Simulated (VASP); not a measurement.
# PbSe (Fm-3m) in VASP: further runs, part 2 of 2

VASP 6.6.1. The steps go on from the part before.

### 3 Single point, r2SCAN+rVV10 (26.34 Å³/atom)

This run uses another cell than the first one, of 26.34 Å³/atom.

File POSCAR:

```
PbSe
1.0
    0.0000000000      2.9753706151      2.9753706151
    2.9753706151      0.0000000000      2.9753706151
    2.9753706151      2.9753706151      0.0000000000
Pb Se
1 1
Direct
    0.0000000000      0.0000000000      0.0000000000
    0.5000000000      0.5000000000      0.5000000000
```

File INCAR.step1:

```
SYSTEM = PbSe
ALGO     = Normal         ! electronic algorithm
EDIFF    = 1E-5           ! SCF threshold, eV
ENCUT    = 550            ! plane-wave cutoff, eV
GGA      = PE             ! functional
GGA_COMPAT= .False.      
ISMEAR   = 0              ! smearing method
LASPH    = .True.         ! aspherical terms in the spheres
LCHARG   = .False.        ! write CHGCAR
LREAL    = .False.        ! projectors in reciprocal space
LWAVE    = .True.         ! write WAVECAR
NBANDS   = 17             ! bands
NELM     = 120            ! most SCF steps
PREC     = Accurate       ! precision mode
SIGMA    = 0.02           ! smearing width, eV
```

File INCAR.step2:

```
SYSTEM = PbSe
ALGO     = Normal         ! electronic algorithm
BPARAM   = 11.95        
CPARAM   = 0.0093       
EDIFF    = 1E-6           ! SCF threshold, eV
ENCUT    = 550            ! plane-wave cutoff, eV
GGA_COMPAT= .False.      
ISIF     = 2              ! what is computed and relaxed
ISMEAR   = 0              ! smearing method
ISTART   = 1            
IVDW_NL  = 2            
LASPH    = .True.         ! aspherical terms in the spheres
LCHARG   = .False.        ! write CHGCAR
LMIXTAU  = .True.       
LREAL    = .False.        ! projectors in reciprocal space
LUSE_VDW = .True.       
LWAVE    = .False.        ! write WAVECAR
METAGGA  = R2SCAN         ! meta-GGA
NBANDS   = 17             ! bands
NELM     = 120            ! most SCF steps
PREC     = Accurate       ! precision mode
SIGMA    = 0.02           ! smearing width, eV
```

File KPOINTS:

```
k-points
0
Gamma
  10 10 10
  0 0 0
```

Potentials or basis: VASP PAW PBE potentials, release 64 (Pb_d, Se).

Command:

```
cat potpaw_PBE.64/Pb_d/POTCAR potpaw_PBE.64/Se/POTCAR > POTCAR
cp INCAR.step1 INCAR
mpirun -np 1 vasp_std > vasp.out
cp INCAR.step2 INCAR
mpirun -np 1 vasp_std > vasp.out
```

OUTCAR:

```text
SYSTEM = PbSe
   BPARAM = 11.95
   EDIFF = 1E-6
   ENCUT = 550
   ISIF = 2
   ISMEAR = 0
   ISTART = 1
   IVDW_NL = 2
   LASPH = .True.
   LREAL = .False.
   METAGGA = R2SCAN
   NELM = 120
   PREC = Accurate

 ion  position               nearest neighbor table
   1  0.000  0.000  0.000-   2 2.98   2 2.98   2 2.98   2 2.98   2 2.98   2 2.98
   2  0.500  0.500  0.500-   1 2.98   1 2.98   1 2.98   1 2.98   1 2.98   1 2.98

  LATTYP: Found a face centered cubic cell.
 ALAT       =     5.9507412302

  Lattice vectors:

 A1 = (   0.0000000000,   2.9753706151,   2.9753706151)
 A2 = (   2.9753706151,   0.0000000000,   2.9753706151)
 A3 = (   2.9753706151,   2.9753706151,   0.0000000000)

Analysis of symmetry for initial positions (statically):
=====================================================================
 Subroutine PRICEL returns:
 Original cell was already a primitive cell.

 Routine SETGRP: Setting up the symmetry group for a
 face centered cubic supercell.

 Subroutine GETGRP returns: Found 48 space group operations
 (whereof 48 operations were pure point group operations)
 out of a pool of 48 trial point group operations.

[... 162 lines left out ...]
  energy without entropy =      -71.31108507  energy(sigma->0) =      -71.31108507

 E-fermi :   6.2460     XC(G=0): -10.5452

 val. band max:        6.1388538355   @ k =   0.5000   0.0000   0.0000
 cond. band min:       6.3432556367   @ k =   0.5000   0.0000   0.0000
 fundamental gap:      0.2044018012
 Fermi energy:         6.2460139007

 k-point     1 :       0.0000    0.0000    0.0000
  band No.  band energies     occupation
      1     -11.5885      2.00000
      2     -11.5885      2.00000
      3     -11.5848      2.00000
      4     -11.5848      2.00000
      5     -11.5848      2.00000
      6      -8.9361      2.00000
[... 457 lines left out ...]
      4     -11.5380      2.00000
      5     -11.5345      2.00000
      6      -7.5432      2.00000
[... 9 lines left out ...]
     16      17.4017      0.00000
     17      18.1778      0.00000

 [... further k-points ...]

------------------------ aborting loop because EDIFF is reached ----------------------------------------

  FORCE on cell =-STRESS in cart. coord.  units (eV):
  Direction    XX          YY          ZZ          XY          YZ          ZX
  --------------------------------------------------------------------------------------
  -------------------------------------------------------------------------------------
  Total        2.1592568      2.1592568      2.1592568     -0.0000000      0.0000000      0.0000000
  in kB       65.6691933     65.6691933     65.6691933     -0.0000000      0.0000000      0.0000000
  external PRESSURE =      65.6691933 kB  Pullay stress =       0.0000000 kB

 VOLUME and BASIS-vectors are now :
 -----------------------------------------------------------------------------
  energy-cutoff  :      550.00
  volume of cell :       52.68
      direct lattice vectors                 reciprocal lattice vectors
     0.000000000  2.975370615  2.975370615    -0.168046292  0.168046292  0.168046292
     2.975370615  0.000000000  2.975370615     0.168046292 -0.168046292  0.168046292
     2.975370615  2.975370615  0.000000000     0.168046292  0.168046292 -0.168046292

 POSITION                                       TOTAL-FORCE (eV/Angst)
 -----------------------------------------------------------------------------------
      0.00000      0.00000      0.00000         0.000000     -0.000000     -0.000000
      2.97537      2.97537      2.97537        -0.000000      0.000000      0.000000
 -----------------------------------------------------------------------------------
    total drift:                                0.000000     -0.000000     -0.000000

  FREE ENERGIE OF THE ION-ELECTRON SYSTEM (eV)
  ---------------------------------------------------
  free  energy   TOTEN  =       -71.3110850720 eV

  energy  without entropy=      -71.3110850720  energy(sigma->0) =      -71.31108507
```

OSZICAR.step1:

```text
N       E                     dE             d eps       ncg     rms          rms(c)
DAV:   1     0.162811805480E+03    0.16281E+03   -0.99217E+03  1598   0.129E+03
DAV:   2     0.353391939352E+01   -0.15928E+03   -0.15391E+03  1699   0.324E+02
DAV:   3    -0.798405794282E+01   -0.11518E+02   -0.11221E+02  2017   0.912E+01
DAV:   4    -0.825798958014E+01   -0.27393E+00   -0.27371E+00  1978   0.152E+01
DAV:   5    -0.826701123042E+01   -0.90217E-02   -0.90212E-02  2298   0.274E+00    0.301E+00
DAV:   6    -0.803086279621E+01    0.23615E+00   -0.53839E-01  2442   0.559E+00    0.181E+00
DAV:   7    -0.802486162722E+01    0.60012E-02   -0.11209E-01  2062   0.172E+00    0.915E-01
DAV:   8    -0.802755461005E+01   -0.26930E-02   -0.11471E-02  2026   0.122E+00    0.112E-01
DAV:   9    -0.802726737854E+01    0.28723E-03   -0.22230E-03  2441   0.510E-01    0.457E-02
DAV:  10    -0.802729422977E+01   -0.26851E-04   -0.19839E-04  1877   0.869E-02    0.167E-02
DAV:  11    -0.802730137877E+01   -0.71490E-05   -0.47044E-05  2117   0.689E-02
   1 F= -.80273014E+01 E0= -.80272731E+01  d E =-.566003E-04
```

Wall time 73 s (1 thread of Intel Xeon 6975P-C (Granite Rapids), shared host); peak memory 0.34 GiB.

What came out:

* Free energy: -71.3111 eV
* Pressure: 6.6 GPa
* Band gap on the k mesh: 0.20 eV

Caveat: the cell stands under pressure; the PAW data sets were made with another functional, which shifts forces and pressure a little; spin-orbit coupling is left out, which moves the levels of the heavy elements. A k mesh can miss the band edges.

### 4 Single point, r2SCAN+rVV10 (27.21 Å³/atom)

This run uses another cell than the first one, of 27.21 Å³/atom.

File POSCAR:

```
PbSe
1.0
    0.0000000000      3.0077141340      3.0077141340
    3.0077141340      0.0000000000      3.0077141340
    3.0077141340      3.0077141340      0.0000000000
Pb Se
1 1
Direct
    0.0000000000      0.0000000000      0.0000000000
    0.5000000000      0.5000000000      0.5000000000
```

File INCAR.step1:

```
SYSTEM = PbSe
PREC     = Accurate       ! precision mode
ENCUT    = 550            ! plane-wave cutoff, eV
ISMEAR   = 0              ! smearing method
SIGMA    = 0.02           ! smearing width, eV
LREAL    = .False.        ! projectors in reciprocal space
LASPH    = .True.         ! aspherical terms in the spheres
NELM     = 120            ! most SCF steps
NBANDS   = 17             ! bands
GGA      = PE             ! functional
ALGO     = Normal         ! electronic algorithm
EDIFF    = 1E-5           ! SCF threshold, eV
LWAVE    = .True.         ! write WAVECAR
LCHARG   = .False.        ! write CHGCAR
GGA_COMPAT= .False.
```

File INCAR.step2:

```
SYSTEM = PbSe
PREC     = Accurate       ! precision mode
ENCUT    = 550            ! plane-wave cutoff, eV
EDIFF    = 1E-6           ! SCF threshold, eV
ISMEAR   = 0              ! smearing method
SIGMA    = 0.02           ! smearing width, eV
LREAL    = .False.        ! projectors in reciprocal space
LASPH    = .True.         ! aspherical terms in the spheres
NELM     = 120            ! most SCF steps
ALGO     = Normal         ! electronic algorithm
ISIF     = 2              ! what is computed and relaxed
LWAVE    = .False.        ! write WAVECAR
LCHARG   = .False.        ! write CHGCAR
METAGGA  = R2SCAN         ! meta-GGA
LMIXTAU  = .True.       
LUSE_VDW = .True.       
IVDW_NL  = 2            
BPARAM   = 11.95        
CPARAM   = 0.0093       
NBANDS   = 17             ! bands
ISTART   = 1            
GGA_COMPAT= .False.
```

File KPOINTS:

```
Automatic mesh
0
Gamma
  10 10 10
  0 0 0
```

Command:

```
cat potpaw_PBE.64/Pb_d/POTCAR potpaw_PBE.64/Se/POTCAR > POTCAR
cp INCAR.step1 INCAR
mpirun -np 1 vasp_std > vasp.out
cp INCAR.step2 INCAR
mpirun -np 1 vasp_std > vasp.out
```

It took 1.9 min on 1 thread of Intel Xeon 6975P-C (Granite Rapids), shared host; peak memory 0.4 GiB.

It converged, with:

| Quantity | Value |
| --- | --- |
| Free energy | -71.3687 eV |
| Pressure | 4.1 GPa |
| Band gap on the k mesh | 0.34 eV |

Levels at points of the mesh, in eV from the valence-band top:
| k point | band 7 | band 8 | band 9 | band 10 | band 11 | band 12 | band 13 | band 14 |
| --- | --- | --- | --- | --- | --- | --- | --- | --- |
| (0.00, 0.00, 0.00) | -6.32 | -2.36 | -2.36 | -2.36 | 5.08 | 5.08 | 5.08 | 6.72 |
| (0.50, 0.00, 0.00) | -9.47 | -1.90 | -1.90 | 0.00 | 0.34 | 1.70 | 1.70 | 9.02 |
| (0.50, 0.50, 0.00) | -7.71 | -5.72 | -3.83 | -3.83 | 3.66 | 6.13 | 6.13 | 6.64 |

Caveat: the cell stands under pressure; the PAW data sets were made with another functional, which shifts forces and pressure a little; spin-orbit coupling is left out, which moves the levels of the heavy elements.

### 5 Single point, r2SCAN+rVV10 (28.08 Å³/atom)

This run uses another cell than the first one, of 28.08 Å³/atom.

File POSCAR:

```
PbSe
1.0
    0.0000000000      3.0393766095      3.0393766095
    3.0393766095      0.0000000000      3.0393766095
    3.0393766095      3.0393766095      0.0000000000
Pb Se
1 1
Direct
    0.0000000000      0.0000000000      0.0000000000
    0.5000000000      0.5000000000      0.5000000000
```

INCAR.step1 is that of step 4.

INCAR.step2: that of step 4 with these lines changed.

```diff
@@ -12,3 +12,3 @@
 LWAVE    = .False.        ! write WAVECAR
-LCHARG   = .False.        ! write CHGCAR
+LCHARG   = .True.         ! write CHGCAR
 METAGGA  = R2SCAN         ! meta-GGA
@@ -19,2 +19,4 @@
 CPARAM   = 0.0093       
+LELF     = .True.         ! ELF
+LVHAR    = .True.       
 NBANDS   = 17             ! bands
```

File KPOINTS:

```
regular mesh
0
Gamma
  10 10 10
  0 0 0
```

Command:

```
cat potpaw_PBE.64/Pb_d/POTCAR potpaw_PBE.64/Se/POTCAR > POTCAR
cp INCAR.step1 INCAR
mpirun -np 1 vasp_std > vasp.out
cp INCAR.step2 INCAR
mpirun -np 1 vasp_std > vasp.out
```

Wall time 1.8 min (1 thread of Intel Xeon 6975P-C (Granite Rapids), shared host); peak memory 0.41 GiB.

Results (log left out):

| Quantity | Value |
| --- | --- |
| Free energy | -71.4016 eV |
| Pressure | 2.0 GPa |
| Band gap on the k mesh | 0.46 eV |

Levels at points of the mesh, in eV from the valence-band top:
```
           k point  band 8  band 9  band 10  band 11  band 12  band 13
(0.00, 0.00, 0.00)   -2.16   -2.16    -2.16     5.05     5.05     5.05
(0.50, 0.00, 0.00)   -1.73   -1.73     0.00     0.46     1.82     1.82
(0.50, 0.50, 0.00)   -5.39   -3.57    -3.57     3.83     6.05     6.05
```

Caveat: the PAW data sets were made with another functional, which shifts forces and pressure a little; spin-orbit coupling is left out, which moves the levels of the heavy elements. A k mesh can miss the band edges.

### 6 Overview

| cell | k mesh | smearing | gap on the mesh (eV) | pressure (GPa) |
| --- | --- | --- | --- | --- |
| a = 4.328 Å, angles 60.0°, 2 atoms | 6 × 6 × 6 | gaussian 0.1 eV | 0.54 | 0.7 |
| a = 4.208 Å, angles 60.0°, 2 atoms | 10 × 10 × 10 | gaussian 0.02 eV | 0.20 | 6.6 |
| a = 4.254 Å, angles 60.0°, 2 atoms | 10 × 10 × 10 | gaussian 0.02 eV | 0.34 | 4.1 |
| a = 4.298 Å, angles 60.0°, 2 atoms | 10 × 10 × 10 | gaussian 0.02 eV | 0.46 | 2.0 |

Alike in all rows: task single point; level r2SCAN+rVV10; potentials or basis VASP PAW PBE potentials, release 64 (Pb_d, Se); no spin polarisation; cutoff (eV) 550.

Caveats: the PAW data sets were made with another functional, which shifts forces and pressure a little; spin-orbit coupling is left out, which moves the levels of the heavy elements; the cell stands under pressure (at least some runs).

Absolute energies hang on the potentials; compare differences alone.

### 7 How close it comes

Step 2. Against the measured gap of PbSe, 0.28 eV (direct; 300 K; a printed reference work, monograph), the calculated 0.54 eV is off by +0.26 eV. 2 values of this kind are on record (0.15 to 0.28 eV); this one was drawn at random. Spin-orbit coupling on Pb, Se is left out. The value is that of r2SCAN+rVV10 on a finite k mesh, which can miss the band edges, without temperature or zero-point motion.
